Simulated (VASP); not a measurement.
# BaTiO3 (P4/mmm) in VASP: further runs

One crystal, BaTiO3, is run at these levels: PBE, PBEsol; tasks: single point.

Program: VASP 6.6.1. These are calculated values, not measurements. Logs are shortened: lines on timing, memory, paths and dates and some standing lists are left out, and cuts for length are marked.

### 1 Starting point

Symmetry: P4/mmm, No. 123, tetragonal system. Conventional cell: a = 4.112 Å, b = 4.112 Å, c = 5.036 Å, α = 90.00°, β = 90.00°, γ = 90.00°. Around Ba (site symmetry 4/mmm) lie 2 O at 2.52 Å. Ti (site symmetry 4/mmm) is surrounded by 4 O at 2.06 Å. O (site symmetry mmm) has 2 Ti at 2.06 Å and 2 O at 2.06 Å as nearest neighbours. O (site symmetry 4/mmm) is surrounded by 4 O at 2.06 Å.

Measurements of this composition are mostly on another form, of space group No. 99.

### 2 Single point, PBE, collinear spin, typed start

The input, INCAR:

```
SYSTEM = BaTiO3
PREC = Accurate
ENCUT = 520
EDIFF = 1E-6
ISMEAR = 0
SIGMA = 0.1
LREAL = .False.
LASPH = .True.
NELM = 150
ALGO = Normal
ISIF = 2
LWAVE = .False.
LCHARG = .False.
ISPIN = 2
MAGMOM = 0 1 0 0 0
LORBIT = 11
LMAXMIX = 4
GGA = PE
NBANDS = 32
```

The input, KPOINTS:

```
regular mesh
0
Gamma
  4 4 4
  0 0 0
```

The input, POSCAR:

```
BaTiO3
1.0
    4.1124670000      0.0000000000      0.0000000000
    0.0000000000      4.1124670000      0.0000000000
    0.0000000000      0.0000000000      5.0356130000
Ba Ti O
1 1 3
Direct
    0.0000000000      0.0000000000      0.0000000000
    0.5000000000      0.5000000000      0.5000000000
    0.0000000000      0.5000000000      0.5000000000
    0.5000000000      0.0000000000      0.5000000000
    0.0000000000      0.0000000000      0.5000000000
```

Potentials or basis: VASP PAW PBE potentials, release 64 (Ba_sv, Ti_sv, O).

Started as:

```
$ cat potpaw_PBE.64/Ba_sv/POTCAR potpaw_PBE.64/Ti_sv/POTCAR potpaw_PBE.64/O/POTCAR > POTCAR
$ mpirun -np 1 vasp_std > vasp.out
```

OUTCAR:

```text
SYSTEM = BaTiO3
   PREC = Accurate
   ENCUT = 520
   EDIFF = 1E-6
   ISMEAR = 0
   LREAL = .False.
   LASPH = .True.
   NELM = 150
   ISIF = 2
   ISPIN = 2
   LORBIT = 11
   GGA = PE

 ion  position               nearest neighbor table
   1  0.000  0.000  0.000-   5 2.52   5 2.52   3 3.25   3 3.25   4 3.25   4 3.25   3 3.25   3 3.25
                             4 3.25   4 3.25
   2  0.500  0.500  0.500-   3 2.06   4 2.06   4 2.06   3 2.06
   3  0.000  0.500  0.500-   2 2.06   2 2.06   1 3.25   1 3.25   1 3.25   1 3.25
   4  0.500  0.000  0.500-   2 2.06   2 2.06   1 3.25   1 3.25   1 3.25   1 3.25
   5  0.000  0.000  0.500-   1 2.52   1 2.52

  LATTYP: Found a simple tetragonal cell.
 ALAT       =     4.1124670000
 C/A-ratio  =     1.2244749927

  Lattice vectors:

 A1 = (   4.1124670000,   0.0000000000,   0.0000000000)
 A2 = (   0.0000000000,   4.1124670000,   0.0000000000)
 A3 = (   0.0000000000,   0.0000000000,   5.0356130000)

Analysis of symmetry for initial positions (statically):
=====================================================================
 Subroutine PRICEL returns:
 Original cell was already a primitive cell.

 Routine SETGRP: Setting up the symmetry group for a
 simple tetragonal supercell.

 Subroutine GETGRP returns: Found 16 space group operations
 (whereof 16 operations were pure point group operations)
 out of a pool of 16 trial point group operations.

The static configuration has the point symmetry D_4h.

Analysis of symmetry for dynamics (positions and initial velocities):
=====================================================================
 Subroutine PRICEL returns:
 Original cell was already a primitive cell.

 Routine SETGRP: Setting up the symmetry group for a
 simple tetragonal supercell.

 Subroutine GETGRP returns: Found 16 space group operations
 (whereof 16 operations were pure point group operations)
 out of a pool of 16 trial point group operations.

The dynamic configuration has the point symmetry D_4h.

Analysis of structural, dynamic, and magnetic symmetry:
=====================================================================
 Subroutine PRICEL returns:
 Original cell was already a primitive cell.

 Routine SETGRP: Setting up the symmetry group for a
 simple tetragonal supercell.

 Subroutine GETGRP returns: Found 16 space group operations
 (whereof 16 operations were pure point group operations)
 out of a pool of 16 trial point group operations.

The overall configuration has the point symmetry D_4h.

 Subroutine INISYM returns: Found 16 space group operations
 (whereof 16 operations are pure point group operations),
 and found     1 'primitive' translations

----------------------------------------------------------------------------------------

                                     Primitive cell

  volume of cell :      85.1642

  direct lattice vectors                    reciprocal lattice vectors
     4.112467000  0.000000000  0.000000000     0.243163045  0.000000000  0.000000000
     0.000000000  4.112467000  0.000000000     0.000000000  0.243163045  0.000000000
     0.000000000  0.000000000  5.035613000     0.000000000  0.000000000  0.198585555

  length of vectors
     4.112467000  4.112467000  5.035613000     0.243163045  0.243163045  0.198585555

  position of ions in fractional coordinates (direct lattice)
     0.000000000  0.000000000  0.000000000
     0.500000000  0.500000000  0.500000000
     0.000000000  0.500000000  0.500000000
     0.500000000  0.000000000  0.500000000
     0.000000000  0.000000000  0.500000000

  ion indices of the primitive-cell ions
   primitive index   ion index
                 1           1
                 2           2
                 3           3
                 4           4
                 5           5

----------------------------------------------------------------------------------------

 KPOINTS: regular mesh

Automatic generation of k-mesh.
 Grid dimensions read from file:
 generate k-points for:    4    4    4

 Generating k-lattice:

  Cartesian coordinates                     Fractional coordinates (reciprocal lattice)
     0.060790761  0.000000000  0.000000000     0.250000000  0.000000000  0.000000000
     0.000000000  0.060790761  0.000000000     0.000000000  0.250000000  0.000000000
     0.000000000  0.000000000  0.049646389     0.000000000  0.000000000  0.250000000

  Length of vectors
     0.060790761  0.060790761  0.049646389

  Shift w.r.t. Gamma in fractional coordinates (k-lattice)
     0.000000000  0.000000000  0.000000000

 Subroutine IBZKPT returns following result:
 ===========================================

 Found     18 irreducible k-points:

 Following reciprocal coordinates:
            Coordinates               Weight
  0.000000  0.000000  0.000000      1.000000
  0.250000  0.000000  0.000000      4.000000
  0.500000  0.000000  0.000000      2.000000
  0.250000  0.250000  0.000000      4.000000
  0.500000  0.250000  0.000000      4.000000
  0.500000  0.500000  0.000000      1.000000
[... 10 lines left out ...]
  0.500000  0.250000  0.500000      4.000000
  0.500000  0.500000  0.500000      1.000000
   k-points           NKPTS =     18   k-points in BZ     NKDIM =     18   number of bands    NBANDS=     32
   number of dos      NEDOS =    301   number of ions     NIONS =      5
   total plane-waves  NPLWV =  40960
   dimension x,y,z NGX =    32 NGY =   32 NGZ =   40
   dimension x,y,z NGXF=    64 NGYF=   64 NGZF=   80
   ions per type =               1   1   3
   NGX,Y,Z   is equivalent  to a cutoff of  12.94, 12.94, 13.21 a.u.
   NGXF,Y,Z  is equivalent  to a cutoff of  25.87, 25.87, 26.41 a.u.
 SYSTEM =  BaTiO3
   PREC   = accura    normal or accurate (medium, high low for compatibility)
   ISTART =      0    job   : 0-new  1-cont  2-samecut
   ICHARG =      2    charge: 1-file 2-atom 10-const
   ISPIN  =      2    spin polarized calculation?
   LNONCOLLINEAR =      F non collinear calculations
   LSORBIT =      F    spin-orbit coupling
   LASPH  =      T    aspherical Exc in radial PAW
   ENCUT  =  520.0 eV  38.22 Ry    6.18 a.u.   7.65  7.65  9.36*2*pi/ulx,y,z
   NELM   =    150;   NELMIN=  2; NELMDL= -5     # of ELM steps
   EDIFF  = 0.1E-05   stopping-criterion for ELM
   LREAL  =      F    real-space projection
   EDIFFG = 0.1E-04   stopping-criterion for IOM
   NSW    =      0    number of steps for IOM
   IBRION =     -1    ionic relax: 0-MD 1-quasi-New 2-CG
   NFREE  =      0    steps in history (QN), initial steepest desc. (CG)
   ISIF   =      2    stress and relaxation
   ISYM   =      2    0-nonsym 1-usesym 2-fastsym
   POTIM  = 0.5000    time-step for ionic-motion
   TEBEG  =    0.0;   TEEND  =   0.0 temperature during run
   PSTRESS=    0.0 pullay stress
   NELECT =      40.0000    total number of electrons
   NUPDOWN=      -1.0000    fix difference up-down
   EMIN   =  10.00;   EMAX   =-10.00  energy-range for DOS
   EFERMI =   0.00;   METHOD = LEGACY
   ISMEAR =     0;   SIGMA  =   0.10  broadening in eV -4-tet -1-fermi 0-gaus
   EFERMI_NEDOS =   21; number of points for ismear=-14 and -15
   IALGO  =     38    algorithm
   IMIX   =      4    mixing-type and parameters
     AMIX     =   0.40;   BMIX     =  1.00
     AMIX_MAG =   1.60;   BMIX_MAG =  1.00
  volume/ion in A,a.u.               =      17.03       114.94
  Fermi-wavevector in a.u.,A,eV,Ry     =   1.272553  2.404776 22.033142  1.619390
  Thomas-Fermi vector in A             =   2.405425
   LORBIT       =     11    0 simple, 1 ext, 2 COOP (PROOUT), +10 PAW based schemes
   GGA     = PE    functional components
   LHFCALC =     F    Hartree Fock is set to
   AEXX    =    0.0000 exact exchange contribution
   IVDW    =     0    specifies the selected vdW correction
   LEPSILON=     F    determine dielectric tensor
   LRPA    =     F    only Hartree local field effects (RPA)
 spin polarized calculation
 Gauss-broadening in eV      SIGMA  =   0.10
  energy-cutoff  :      520.00
  volume of cell :       85.16
 maximum number of plane-waves:      2322
 NGX is ok and might be reduce to    32
   NGX = 15   NGY = 15   NGZ = 19

 number of electron      40.0000031 magnetization       0.0257631

 number of electron      40.0000021 magnetization      -0.5296468

 Free energy of the ion-electron system (eV)
  ---------------------------------------------------
  ext. energy  EPLUGINS =         0.00000000
  ---------------------------------------------------
  free energy    TOTEN  =       -30.81158689 eV

  energy without entropy =      -30.78283425  energy(sigma->0) =      -30.79721057

 E-fermi :   4.2692     XC(G=0):  -9.8466

 val. band max:        4.2614078229   @ k =   0.2500   0.0000   0.0000
 cond. band min:       4.2849838594   @ k =   0.2500   0.0000   0.5000
 fundamental gap:      0.0235760365
 Fermi energy:         4.2691591672

 spin component 1

 k-point     1 :       0.0000    0.0000    0.0000
  band No.  band energies     occupation
      1     -53.5277      1.00000
      2     -29.8806      1.00000
      3     -29.8806      1.00000
      4     -29.5265      1.00000
      5     -23.5143      1.00000
      6     -16.0436      1.00000
[... 24 lines left out ...]
     31      10.4022      0.00000
     32      10.5394      0.00000

 k-point     2 :       0.2500    0.0000    0.0000
  band No.  band energies     occupation
      1     -53.5274      1.00000
      2     -29.9028      1.00000
      3     -29.8798      1.00000
      4     -29.5258      1.00000
      5     -23.4920      1.00000
      6     -15.7511      1.00000
[... 24 lines left out ...]
     31      10.7094      0.00000
     32      11.6735      0.00000
[... 523 lines left out ...]
     31      11.6850      0.00000
     32      12.8733      0.00000

 k-point    18 :       0.5000    0.5000    0.5000
  band No.  band energies     occupation
      1     -53.5262      1.00000
      2     -29.9221      1.00000
      3     -29.9221      1.00000
      4     -29.5240      1.00000
      5     -23.4062      1.00000
      6     -14.3433      1.00000
[... 24 lines left out ...]
     31      11.3354      0.00000
     32      12.5252      0.00000
 Fermi energy:         4.2691591672

 spin component 2

 k-point     1 :       0.0000    0.0000    0.0000
  band No.  band energies     occupation
      1     -53.9716      1.00000
      2     -30.2568      1.00000
      3     -30.2568      1.00000
      4     -30.1056      1.00000
      5     -23.5198      1.00000
      6     -16.0231      1.00000
[... 24 lines left out ...]
     31      10.3060      0.00000
     32      10.3214      0.00000

 k-point     2 :       0.2500    0.0000    0.0000
  band No.  band energies     occupation
      1     -53.9712      1.00000
      2     -30.2775      1.00000
      3     -30.2560      1.00000
      4     -30.1049      1.00000
      5     -23.4975      1.00000
      6     -15.7304      1.00000
[... 24 lines left out ...]
     31      10.6284      0.00000
     32      11.5968      0.00000
[... 523 lines left out ...]
     31      11.6610      0.00000
     32      12.6597      0.00000

 k-point    18 :       0.5000    0.5000    0.5000
  band No.  band energies     occupation
      1     -53.9701      1.00000
      2     -30.2956      1.00000
      3     -30.2956      1.00000
      4     -30.1032      1.00000
      5     -23.4117      1.00000
      6     -14.2998      1.00000
[... 24 lines left out ...]
     31      11.2972      0.00000
     32      12.3090      0.00000

------------------------ aborting loop because EDIFF is reached ----------------------------------------

  FORCE on cell =-STRESS in cart. coord.  units (eV):
  Direction    XX          YY          ZZ          XY          YZ          ZX
  --------------------------------------------------------------------------------------
  -------------------------------------------------------------------------------------
  Total        0.3241310      0.3241310     -0.2609369      0.0000000      0.0000000      0.0000000
  in kB        6.0978101      6.0978101     -4.9089538      0.0000000      0.0000000      0.0000000
  external PRESSURE =       2.4288888 kB  Pullay stress =       0.0000000 kB

 VOLUME and BASIS-vectors are now :
 -----------------------------------------------------------------------------
  energy-cutoff  :      520.00
  volume of cell :       85.16
      direct lattice vectors                 reciprocal lattice vectors
     4.112467000  0.000000000  0.000000000     0.243163045  0.000000000  0.000000000
     0.000000000  4.112467000  0.000000000     0.000000000  0.243163045  0.000000000
     0.000000000  0.000000000  5.035613000     0.000000000  0.000000000  0.198585555

 POSITION                                       TOTAL-FORCE (eV/Angst)
 -----------------------------------------------------------------------------------
      0.00000      0.00000      0.00000         0.000000      0.000000      0.000000
      2.05623      2.05623      2.51781         0.000000      0.000000      0.000000
      0.00000      2.05623      2.51781         0.000000      0.000000      0.000000
      2.05623      0.00000      2.51781         0.000000      0.000000      0.000000
      0.00000      0.00000      2.51781         0.000000      0.000000      0.000000
 -----------------------------------------------------------------------------------
    total drift:                                0.000000      0.000000     -0.000000

  FREE ENERGIE OF THE ION-ELECTRON SYSTEM (eV)
  ---------------------------------------------------
  free  energy   TOTEN  =       -30.8115868914 eV

  energy  without entropy=      -30.7828342540  energy(sigma->0) =      -30.79721057

 total charge

# of ion       s       p       d       tot
------------------------------------------
    1        2.008   5.606   0.344   7.957
    2        2.180   6.127   1.769  10.076
    3        1.597   3.299   0.000   4.896
    4        1.597   3.299   0.000   4.896
    5        1.635   3.200   0.000   4.835
--------------------------------------------------
tot          9.017  21.531   2.113  32.661

 magnetization (x)

# of ion       s       p       d       tot
------------------------------------------
    1        0.001  -0.001  -0.014  -0.014
    2       -0.008  -0.005  -0.425  -0.439
    3        0.001   0.030   0.000   0.031
    4        0.001   0.030   0.000   0.031
    5        0.000  -0.008   0.000  -0.008
--------------------------------------------------
tot         -0.005   0.047  -0.440  -0.398
```

Run time: 4.8 min. Hardware: 1 thread of Intel Xeon Platinum 8488C (Sapphire Rapids), shared host; peak memory 0.27 GiB.

Results:

```
Free energy                                           : -30.8116 eV
Pressure                                              : 0.2 GPa
Band gap on the k mesh                                : none (metal or under the smearing width)
Net moment                                            : -0.53 μB per cell
Site moments                                          : Ba -0.01; Ti -0.44; O +0.03, -0.01 μB
Valence electrons inside the program's atomic spheres : Ba 7.96; Ti 10.08; O 4.90, 4.83
```

Stress tensor (GPa, compression positive):
```
 0.61  0.00  0.00
 0.00  0.61  0.00
 0.00  0.00 -0.49
```

Caveat: the k mesh is coarse (spacing up to 0.38 Å⁻¹), so the values aren't converged; semilocal functionals often make such compounds metallic where correlation or magnetic order opens a gap, which also shifts bond lengths. The run has no spin-orbit coupling, so splittings on Ba are missing.

### 3 Single point, PBEsol, collinear spin, typed start

The input, INCAR:

```
SYSTEM = BaTiO3
ALGO = Normal
EDIFF = 1E-6
ENCUT = 520
GGA = PS
ISIF = 2
ISMEAR = 0
ISPIN = 2
LASPH = .TRUE.
LCHARG = .FALSE.
LMAXMIX = 4
LORBIT = 11
LREAL = .FALSE.
LWAVE = .FALSE.
MAGMOM = 0 0.37 0 0 0
NBANDS = 32
NELM = 150
PREC = Accurate
SIGMA = 0.1
```

The input, KPOINTS:

```
k-points
0
G
  2 2 2
  0 0 0
```

POSCAR is that of step 2.

Potentials or basis: VASP PAW PBE potentials, release 64 (Ba_sv, Ti_sv, O).

Started as:

```
$ cat potpaw_PBE.64/Ba_sv/POTCAR potpaw_PBE.64/Ti_sv/POTCAR potpaw_PBE.64/O/POTCAR > POTCAR
$ mpirun -np 1 vasp_std > vasp.out
```

Wall time 64 s (1 thread of Intel Xeon Platinum 8488C (Sapphire Rapids), shared host); peak memory 0.23 GiB.

Results (log left out):

```yaml
Free_energy: -33.1752 eV
Pressure: -5.0 GPa
Band_gap_on_the_k_mesh: none (metal or under the smearing width)
Net_moment: -0.75 μB per cell
Site_moments: Ba -0.01; Ti -0.67; O +0.04, +0.01 μB
Valence_electrons_inside_the_program's_atomic_spheres: Ba 7.94; Ti 10.05; O 4.88, 4.81
```

Stress tensor (GPa, compression positive):
```
-4.29  0.00  0.00
 0.00 -4.29  0.00
 0.00  0.00 -6.36
```

Levels at points of the mesh, in eV from the Fermi level:
Spin up:
```tsv
k point	band 17	band 18	band 19	band 20	band 21	band 22
(0.00, 0.00, 0.00)	-3.17	-1.71	-0.92	0.58	0.76	0.76
(0.50, 0.00, 0.00)	-2.49	-1.51	-1.13	-0.18	0.97	1.28
(0.50, 0.50, 0.00)	-2.33	-1.85	-1.85	-1.38	-1.17	2.25
(0.00, 0.00, 0.50)	-3.25	-2.44	0.62	0.62	0.67	0.90
(0.50, 0.00, 0.50)	-2.61	-2.47	-1.70	0.47	0.62	1.28
(0.50, 0.50, 0.50)	-3.38	-2.32	-2.06	-2.06	-0.34	0.82
```
Spin down:
| k point | band 17 | band 18 | band 19 | band 20 | band 21 | band 22 | band 23 | band 24 |
| --- | --- | --- | --- | --- | --- | --- | --- | --- |
| (0.00, 0.00, 0.00) | -3.10 | -1.89 | -0.91 | -0.13 | -0.13 | 0.16 | 1.67 | 1.94 |
| (0.50, 0.00, 0.00) | -2.46 | -1.50 | -1.13 | -0.48 | 0.03 | 0.98 | 1.31 | 1.42 |
| (0.50, 0.50, 0.00) | -2.28 | -1.84 | -1.84 | -1.39 | -1.38 | 1.43 | 1.43 | 2.28 |
| (0.00, 0.00, 0.50) | -3.23 | -2.45 | -0.03 | -0.03 | 0.20 | 0.22 | 0.69 | 1.93 |
| (0.50, 0.00, 0.50) | -2.63 | -2.43 | -1.71 | -0.21 | 0.11 | 0.98 | 1.39 | 2.15 |
| (0.50, 0.50, 0.50) | -3.38 | -2.26 | -2.05 | -2.05 | -0.44 | 0.40 | 1.42 | 1.42 |

Caveat: the k mesh is coarse (spacing up to 0.76 Å⁻¹), so the values aren't converged; the PAW data sets were made with another functional, which shifts forces and pressure a little; semilocal functionals often make such compounds metallic where correlation or magnetic order opens a gap, which also shifts bond lengths. Spin-orbit coupling is left out, which matters for the levels of Ba.
